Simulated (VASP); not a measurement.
# TiB5 (P6/mmm) in VASP: notebook

The runs below take TiB5 through single point, relaxation of cell and atoms, with PBE.

Program: VASP 6.6.1. These are calculated values, not measurements. Logs are shortened: lines on timing, memory, paths and dates and some standing lists are left out, and cuts for length are marked.

## Step 1: The cell of the first run

It takes space group P6/mmm (No. 191, hexagonal). Conventional cell: a = 4.165 Å, b = 4.165 Å, c = 2.887 Å, α = 90.00°, β = 90.00°, γ = 120.00°. Ti (site symmetry 6/mmm) is surrounded by 18 B at 2.40 to 2.53 Å. B (site symmetry mmm) has 8 B at 1.88 to 2.08 Å as nearest neighbours. B (site symmetry -6m2) is surrounded by 6 B at 1.88 Å.

The cell was built by a generator and needn't be a form met in nature.

## Step 2: Single point, PBE (species swapped into the ErNi5 type (P6/mmm, No. 191))

INCAR reads:

```
SYSTEM = TiB5
  PREC = Accurate
  ENCUT = 520
  EDIFF = 1E-7
  ISMEAR = 0
  SIGMA = 0.1
  LREAL = .False.
  LASPH = .True.
  NELM = 100
  ALGO = Normal
  ISIF = 2
  LWAVE = .False.
  LCHARG = .False.
  GGA = PE
  NBANDS = 22
```

KPOINTS reads:

```
regular mesh
0
Gamma
  6 6 6
  0 0 0
```

POSCAR reads:

```
TiB5
1.0
    4.1646889892     -0.0000000028      0.0000000000
   -2.0823444922      3.6067264649      0.0000000000
    0.0000000000      0.0000000000      2.8869628635
Ti B
1 5
Direct
    0.0000000000      0.0000000000      0.0000000000
    0.0000000000      0.5000000000      0.5000000000
    0.3333333333      0.6666666667      0.0000000000
    0.6666666667      0.3333333333      0.0000000000
    0.5000000000      0.0000000000      0.5000000000
    0.5000000000      0.5000000000      0.5000000000
```

Potentials or basis: VASP PAW PBE potentials, release 64 (Ti_sv, B).

Command:

```sh
> cat potpaw_PBE.64/Ti_sv/POTCAR potpaw_PBE.64/B/POTCAR > POTCAR
> mpirun -np 1 vasp_std > vasp.out
```

OUTCAR:

```text
SYSTEM = TiB5
   PREC = Accurate
   ENCUT = 520
   EDIFF = 1E-7
   ISMEAR = 0
   LREAL = .False.
   LASPH = .True.
   NELM = 100
   ISIF = 2
   GGA = PE

 ion  position               nearest neighbor table
   1  0.000  0.000  0.000-   3 2.40   4 2.40   4 2.40   3 2.40   4 2.40   3 2.40   6 2.53   6 2.53
                             6 2.53   6 2.53   5 2.53   5 2.53   5 2.53   5 2.53   2 2.53   2 2.53
   2  0.000  0.500  0.500-   3 1.88   4 1.88   3 1.88   4 1.88   5 2.08   5 2.08   6 2.08   6 2.08
                             1 2.53   1 2.53   1 2.53   1 2.53
   3  0.333  0.667  0.000-   2 1.88   2 1.88   5 1.88   5 1.88   6 1.88   6 1.88   1 2.40   1 2.40
                             1 2.40
   4  0.667  0.333  0.000-   2 1.88   2 1.88   5 1.88   5 1.88   6 1.88   6 1.88   1 2.40   1 2.40
                             1 2.40
   5  0.500  0.000  0.500-   3 1.88   4 1.88   3 1.88   4 1.88   2 2.08   2 2.08   6 2.08   6 2.08
                             1 2.53   1 2.53   1 2.53   1 2.53
   6  0.500  0.500  0.500-   3 1.88   4 1.88   3 1.88   4 1.88   2 2.08   2 2.08   5 2.08   5 2.08
                             1 2.53   1 2.53   1 2.53   1 2.53

  LATTYP: Found a hexagonal cell.
 ALAT       =     4.1646889892
 C/A-ratio  =     0.6932001095

  Lattice vectors:

 A1 = (   4.1646889892,  -0.0000000028,   0.0000000000)
 A2 = (  -2.0823444922,   3.6067264649,   0.0000000000)
 A3 = (   0.0000000000,   0.0000000000,   2.8869628635)

Analysis of symmetry for initial positions (statically):
=====================================================================
 Subroutine PRICEL returns:
 Original cell was already a primitive cell.

 Routine SETGRP: Setting up the symmetry group for a
 hexagonal supercell.

 Subroutine GETGRP returns: Found 24 space group operations
 (whereof 24 operations were pure point group operations)
 out of a pool of 24 trial point group operations.

The static configuration has the point symmetry D_6h.

Analysis of symmetry for dynamics (positions and initial velocities):
=====================================================================
 Subroutine PRICEL returns:
 Original cell was already a primitive cell.

 Routine SETGRP: Setting up the symmetry group for a
 hexagonal supercell.

 Subroutine GETGRP returns: Found 24 space group operations
 (whereof 24 operations were pure point group operations)
 out of a pool of 24 trial point group operations.

The dynamic configuration has the point symmetry D_6h.

 Subroutine INISYM returns: Found 24 space group operations
 (whereof 24 operations are pure point group operations),
 and found     1 'primitive' translations

----------------------------------------------------------------------------------------

                                     Primitive cell

  volume of cell :      43.3648

  direct lattice vectors                    reciprocal lattice vectors
     4.164688989 -0.000000003  0.000000000     0.240113968  0.138629864  0.000000000
    -2.082344492  3.606726465  0.000000000     0.000000000  0.277259728  0.000000000
     0.000000000  0.000000000  2.886962863     0.000000000  0.000000000  0.346384781

  length of vectors
     4.164688989  4.164688989  2.886962863     0.277259728  0.277259728  0.346384781

  position of ions in fractional coordinates (direct lattice)
     0.000000000  0.000000000  0.000000000
     0.000000000  0.500000000  0.500000000
     0.333333333  0.666666667  0.000000000
     0.666666667  0.333333333  0.000000000
     0.500000000  0.000000000  0.500000000
     0.500000000  0.500000000  0.500000000

  ion indices of the primitive-cell ions
   primitive index   ion index
                 1           1
                 2           2
                 3           3
                 4           4
                 5           5
                 6           6

----------------------------------------------------------------------------------------

 KPOINTS: regular mesh

Automatic generation of k-mesh.
 Grid dimensions read from file:
 generate k-points for:    6    6    6

 Generating k-lattice:

  Cartesian coordinates                     Fractional coordinates (reciprocal lattice)
     0.040018995  0.023104977  0.000000000     0.166666667 -0.000000000  0.000000000
     0.000000000  0.046209955  0.000000000    -0.000000000  0.166666667  0.000000000
     0.000000000  0.000000000  0.057730797     0.000000000  0.000000000  0.166666667

  Length of vectors
     0.046209955  0.046209955  0.057730797

  Shift w.r.t. Gamma in fractional coordinates (k-lattice)
     0.000000000  0.000000000  0.000000000

 Subroutine IBZKPT returns following result:
 ===========================================

 Found     28 irreducible k-points:

 Following reciprocal coordinates:
            Coordinates               Weight
  0.000000  0.000000  0.000000      1.000000
  0.166667  0.000000  0.000000      6.000000
  0.333333  0.000000  0.000000      6.000000
  0.500000  0.000000  0.000000      3.000000
  0.166667  0.166667  0.000000      6.000000
  0.333333  0.166667  0.000000     12.000000
[... 16 lines left out ...]
  0.166667  0.000000  0.500000      6.000000
  0.333333  0.000000  0.500000      6.000000
 [... further k-points ...]
   k-points           NKPTS =     28   k-points in BZ     NKDIM =     28   number of bands    NBANDS=     22
   number of dos      NEDOS =    301   number of ions     NIONS =      6
   total plane-waves  NPLWV =  24576
   dimension x,y,z NGX =    32 NGY =   32 NGZ =   24
   dimension x,y,z NGXF=    64 NGYF=   64 NGZF=   48
   ions per type =               1   5
   NGX,Y,Z   is equivalent  to a cutoff of  12.77, 12.77, 13.82 a.u.
   NGXF,Y,Z  is equivalent  to a cutoff of  25.55, 25.55, 27.64 a.u.
 SYSTEM =  TiB5
   PREC   = accura    normal or accurate (medium, high low for compatibility)
   ISTART =      0    job   : 0-new  1-cont  2-samecut
   ICHARG =      2    charge: 1-file 2-atom 10-const
   ISPIN  =      1    spin polarized calculation?
   LNONCOLLINEAR =      F non collinear calculations
   LSORBIT =      F    spin-orbit coupling
   LASPH  =      T    aspherical Exc in radial PAW
   ENCUT  =  520.0 eV  38.22 Ry    6.18 a.u.   7.74  7.74  5.37*2*pi/ulx,y,z
   NELM   =    100;   NELMIN=  2; NELMDL= -5     # of ELM steps
   EDIFF  = 0.1E-06   stopping-criterion for ELM
   LREAL  =      F    real-space projection
   EDIFFG = 0.1E-05   stopping-criterion for IOM
   NSW    =      0    number of steps for IOM
   IBRION =     -1    ionic relax: 0-MD 1-quasi-New 2-CG
   NFREE  =      0    steps in history (QN), initial steepest desc. (CG)
   ISIF   =      2    stress and relaxation
   ISYM   =      2    0-nonsym 1-usesym 2-fastsym
   POTIM  = 0.5000    time-step for ionic-motion
   TEBEG  =    0.0;   TEEND  =   0.0 temperature during run
   PSTRESS=    0.0 pullay stress
   NELECT =      27.0000    total number of electrons
   NUPDOWN=      -1.0000    fix difference up-down
   EMIN   =  10.00;   EMAX   =-10.00  energy-range for DOS
   EFERMI =   0.00;   METHOD = LEGACY
   ISMEAR =     0;   SIGMA  =   0.10  broadening in eV -4-tet -1-fermi 0-gaus
   EFERMI_NEDOS =   21; number of points for ismear=-14 and -15
   IALGO  =     38    algorithm
   IMIX   =      4    mixing-type and parameters
     AMIX     =   0.40;   BMIX     =  1.00
     AMIX_MAG =   1.60;   BMIX_MAG =  1.00
  volume/ion in A,a.u.               =       7.23        48.77
  Fermi-wavevector in a.u.,A,eV,Ry     =   1.397925  2.641695 26.588414  1.954193
  Thomas-Fermi vector in A             =   2.521133
   LORBIT       =      0    0 simple, 1 ext, 2 COOP (PROOUT), +10 PAW based schemes
   GGA     = PE    functional components
   LHFCALC =     F    Hartree Fock is set to
   AEXX    =    0.0000 exact exchange contribution
   IVDW    =     0    specifies the selected vdW correction
   LEPSILON=     F    determine dielectric tensor
   LRPA    =     F    only Hartree local field effects (RPA)
 non-spin polarized calculation
 Gauss-broadening in eV      SIGMA  =   0.10
  energy-cutoff  :      520.00
  volume of cell :       43.36
 maximum number of plane-waves:      1187
 NGX is ok and might be reduce to    32
   NGX = 15   NGY = 15   NGZ = 11

 number of electron      27.0000006 magnetization

 Free energy of the ion-electron system (eV)
  ---------------------------------------------------
  ext. energy  EPLUGINS =         0.00000000
  ---------------------------------------------------
  free energy    TOTEN  =       -38.98713412 eV

  energy without entropy =      -38.97013321  energy(sigma->0) =      -38.97863367

 E-fermi :  10.5575     XC(G=0): -12.8718

 val. band max:       10.5184425449   @ k =   0.1667   0.0000   0.5000
 cond. band min:      10.5605562628   @ k =   0.3333   0.1667   0.3333
 fundamental gap:      0.0421137178
 Fermi energy:        10.5575473438

 k-point     1 :       0.0000    0.0000    0.0000
  band No.  band energies     occupation
      1     -46.4552      2.00000
      2     -22.8206      2.00000
      3     -22.8206      2.00000
      4     -22.5660      2.00000
      5      -6.2735      2.00000
      6      -0.0199      2.00000
[... 14 lines left out ...]
     21      16.5550      0.00000
     22      16.9046      0.00000

 k-point     2 :       0.1667    0.0000    0.0000
  band No.  band energies     occupation
      1     -46.4550      2.00000
      2     -22.8289      2.00000
      3     -22.8228      2.00000
      4     -22.5653      2.00000
      5      -6.0154      2.00000
      6      -1.1307      2.00000
[... 14 lines left out ...]
     21      15.8875      0.00000
     22      16.2660      0.00000

 k-point     3 :       0.3333    0.0000    0.0000
  band No.  band energies     occupation
      1     -46.4545      2.00000
      2     -22.8453      2.00000
      3     -22.8272      2.00000
      4     -22.5640      2.00000
      5      -5.2958      2.00000
      6      -2.6195      2.00000
[... 14 lines left out ...]
     21      15.0258      0.00000
     22      17.6020      0.00000
[... 476 lines left out ...]
 k-point    23 :       0.1667    0.0000    0.5000
  band No.  band energies     occupation
      1     -46.4075      2.00000
      2     -22.9819      2.00000
      3     -22.7701      2.00000
      4     -22.7651      2.00000
      5      -2.9909      2.00000
      6      -2.1296      2.00000
[... 14 lines left out ...]
     21      14.8274      0.00000
     22      16.8139      0.00000

 k-point    24 :       0.3333    0.0000    0.5000
  band No.  band energies     occupation
      1     -46.4070      2.00000
      2     -22.9796      2.00000
      3     -22.7844      2.00000
      4     -22.7694      2.00000
      5      -2.6118      2.00000
      6      -1.3619      2.00000
[... 14 lines left out ...]
     21      16.2160      0.00000
     22      17.5134      0.00000

 [... further k-points ...]
[... 5 lines left out ...]
  --------------------------------------------------------------------------------------
  -------------------------------------------------------------------------------------
  Total       -0.0132294     -0.0132294     -0.0635078      0.0000000     -0.0000000     -0.0000000
  in kB       -0.4887786     -0.4887786     -2.3463940      0.0000000     -0.0000000     -0.0000000
  external PRESSURE =      -1.1079837 kB  Pullay stress =       0.0000000 kB

 VOLUME and BASIS-vectors are now :
 -----------------------------------------------------------------------------
  energy-cutoff  :      520.00
  volume of cell :       43.36
      direct lattice vectors                 reciprocal lattice vectors
     4.164688989 -0.000000003  0.000000000     0.240113968  0.138629864  0.000000000
    -2.082344492  3.606726465  0.000000000     0.000000000  0.277259728  0.000000000
     0.000000000  0.000000000  2.886962863     0.000000000  0.000000000  0.346384781

 POSITION                                       TOTAL-FORCE (eV/Angst)
 -----------------------------------------------------------------------------------
      0.00000      0.00000      0.00000        -0.000000     -0.000000      0.000000
     -1.04117      1.80336      1.44348        -0.000000     -0.000000      0.000000
      0.00000      2.40448      0.00000         0.000000     -0.000000     -0.000000
      2.08234      1.20224      0.00000         0.000000      0.000000      0.000000
      2.08234     -0.00000      1.44348        -0.000000     -0.000000      0.000000
      1.04117      1.80336      1.44348        -0.000000     -0.000000      0.000000
 -----------------------------------------------------------------------------------
    total drift:                                0.000000     -0.000000      0.000000

  FREE ENERGIE OF THE ION-ELECTRON SYSTEM (eV)
  ---------------------------------------------------
  free  energy   TOTEN  =       -38.9871341188 eV

  energy  without entropy=      -38.9701332139  energy(sigma->0) =      -38.97863367
```

Wall time 13 s (1 thread of Intel Xeon 6975P-C (Granite Rapids), shared host); peak memory 0.16 GiB.

Results:

```
Free energy            : -38.9871 eV
Pressure               : -0.1 GPa
Band gap on the k mesh : none (metal or under the smearing width)
```

Caveat: the k mesh is coarse (spacing up to 0.36 Å⁻¹), so the values aren't converged.

## Step 3: Relaxation of cell and atoms, PBE (species swapped into the ErNi5 type (P6/mmm, No. 191))

INCAR reads:

```
SYSTEM = TiB5
PREC = Accurate
ENCUT = 600
EDIFF = 1E-6
ISMEAR = 0
SIGMA = 0.1
LREAL = .False.
LASPH = .True.
NELM = 60
ALGO = Normal
ISIF = 3
LWAVE = .False.
LCHARG = .False.
GGA = PE
IBRION = 2
NSW = 90
EDIFFG = -0.04
```

KPOINTS reads:

```
Automatic mesh
0
Gamma
  6 6 6
  0 0 0
```

POSCAR reads:

```
TiB5
1.0
    4.2795905100      0.0000000000      0.0000000000
   -2.1397952500      3.7062341000      0.0000000000
    0.0000000000      0.0000000000      3.4824336400
Ti B
1 5
Direct
    0.0000000000      0.0000000000      0.0000000000
    0.0000000000      0.5000000000      0.5000000000
    0.3333333300      0.6666666700      0.0000000000
    0.6666666700      0.3333333300      0.0000000000
    0.5000000000      0.0000000000      0.5000000000
    0.5000000000      0.5000000000      0.5000000000
```

Potentials or basis: VASP PAW PBE potentials, release 64 (Ti_sv, B).

Command:

```sh
> cat potpaw_PBE.64/Ti_sv/POTCAR potpaw_PBE.64/B/POTCAR > POTCAR
> mpirun -np 1 vasp_std > vasp.out
```

Run time: 82 s. Hardware: 1 thread of Intel Xeon 6975P-C (Granite Rapids), shared host; peak memory 0.21 GiB.

The run converged. Its results:

- Free energy: -38.9986 eV
- Relaxed volume: 7.22 Å³/atom
- Relaxed cell: a = 4.162 Å, b = 4.162 Å, c = 2.889 Å, α = 90.00°, β = 90.00°, γ = 120.00°
- Space group after relaxing (to 0.05 Å): P6/mmm (No. 191)
- Energy gained by relaxing: 428.3 meV/atom
- Ionic steps: 7
- Pressure after relaxing: 0.0 GPa
- Band gap on the k mesh: none (metal or under the smearing width)

Stress tensor (GPa, compression positive):
```
 0.17  0.00  0.00
 0.00  0.17  0.00
 0.00  0.00 -0.43
```

The path:
| step | energy change (eV) | largest force (eV/Å) | pressure (GPa) | volume (Å³) |
| --- | --- | --- | --- | --- |
| 1 | 0.0000 | 0.0000 | -36.93 | 55.24 |
| 2 | -2.1795 | 0.0000 | 22.20 | 39.84 |
| 3 | -2.2764 | 0.0000 | 6.56 | 41.91 |
| 4 | -2.5309 | 0.0000 | 8.92 | 41.91 |
| 5 | -2.5327 | 0.0000 | 8.65 | 41.91 |
| 6 | -2.5591 | 0.0000 | -4.34 | 44.15 |
| 7 | -2.5701 | 0.0000 | -0.03 | 43.34 |

Final structure:
```
Ti B
1.0
     4.16239    0.00000    0.00000
    -2.08119    3.60473    0.00000
     0.00000    0.00000    2.88874
Ti B
1 5
Direct
  0.00000 0.00000 0.00000
  0.00000 0.50000 0.50000
  0.33333 0.66667 0.00000
  0.66667 0.33333 0.00000
  0.50000 0.00000 0.50000
  0.50000 0.50000 0.50000
```

Levels at points of the mesh, in eV from the Fermi level:
```csv
k point,band 11,band 12,band 13,band 14,band 15,band 16
"(0.00, 0.00, 0.00)",-5.69,-2.80,1.37,1.37,1.99,3.14
"(0.50, 0.00, 0.00)",-2.57,-2.46,-1.54,0.32,0.40,1.31
"(0.00, 0.00, 0.50)",-5.40,-2.89,-2.26,-2.26,1.00,1.00
"(0.50, 0.00, 0.50)",-5.52,-2.41,-0.79,-0.18,1.62,2.55
```

Caveat: the volume moved by over 15 % at a fixed basis, so the end points are rough.

## Step 4: Single point, PBE (species swapped into the ErNi5 type (P6/mmm, No. 191))

INCAR reads:

```
SYSTEM = TiB5
  ALGO = Normal
  EDIFF = 1E-6
  ENCUT = 520
  GGA = PE
  ISIF = 2
  ISMEAR = 0
  LASPH = .True.
  LCHARG = .False.
  LREAL = .False.
  LWAVE = .False.
  NBANDS = 22
  NELM = 80
  PREC = Accurate
  SIGMA = 0.1
```

KPOINTS reads:

```
k-points
0
Gamma
  6 6 6
  0 0 0
```

POSCAR is that of step 3.

Command:

```sh
> cat potpaw_PBE.64/Ti_sv/POTCAR potpaw_PBE.64/B/POTCAR > POTCAR
> mpirun -np 1 vasp_std > vasp.out
```

It took 15 s on 1 thread of Intel Xeon 6975P-C (Granite Rapids), shared host; peak memory 0.18 GiB.

Results (log left out):

```
Free energy            : -36.4253 eV
Pressure               : -36.9 GPa
Band gap on the k mesh : none (metal or under the smearing width)
```

Stress tensor (GPa, compression positive):
```
-27.16   0.00   0.00
  0.00 -27.16   0.00
  0.00   0.00 -56.37
```

Levels at points of the mesh, in eV from the Fermi level:
```csv
k point,band 12,band 13,band 14,band 15,band 16,band 17
"(0.00, 0.00, 0.00)",-3.65,0.72,0.72,1.27,1.38,2.25
"(0.50, 0.00, 0.00)",-1.66,-1.27,-0.24,0.18,1.08,1.43
"(0.00, 0.00, 0.50)",-2.85,-2.25,-2.25,1.23,1.23,1.53
"(0.50, 0.00, 0.50)",-1.99,-0.45,0.71,1.83,2.08,2.19
```

Caveat: a pressure of tens of GPa on the cell as given is suspect, and the run, the potentials or the cell itself is likely at fault.

## Step 5: The runs side by side

```csv
task,cell,cutoff (eV),mesh quality,gap on the mesh (eV),pressure (GPa)
single point,"species swapped into the ErNi5 type (P6/mmm, No. 191)",520,coarse,none,-0.1
relaxation of cell and atoms,"relaxed from: species swapped into the ErNi5 type (P6/mmm, No. 191)",600,not flagged,none,0.0
single point,"species swapped into the ErNi5 type (P6/mmm, No. 191)",520,not flagged,none,-36.9
```

Alike in all rows: level PBE; potentials or basis VASP PAW PBE potentials, release 64 (Ti_sv, B); no spin polarisation; k mesh 6 × 6 × 6; smearing gaussian 0.1 eV.

Caveats: some runs use coarse meshes; the volume moved by over 15 % at a fixed basis, so the end points are rough (some runs); a pressure of tens of GPa on the cell as given is suspect, and the run, the potentials or the cell itself is likely at fault (some runs).

Absolute energies hang on the potentials; compare differences alone.
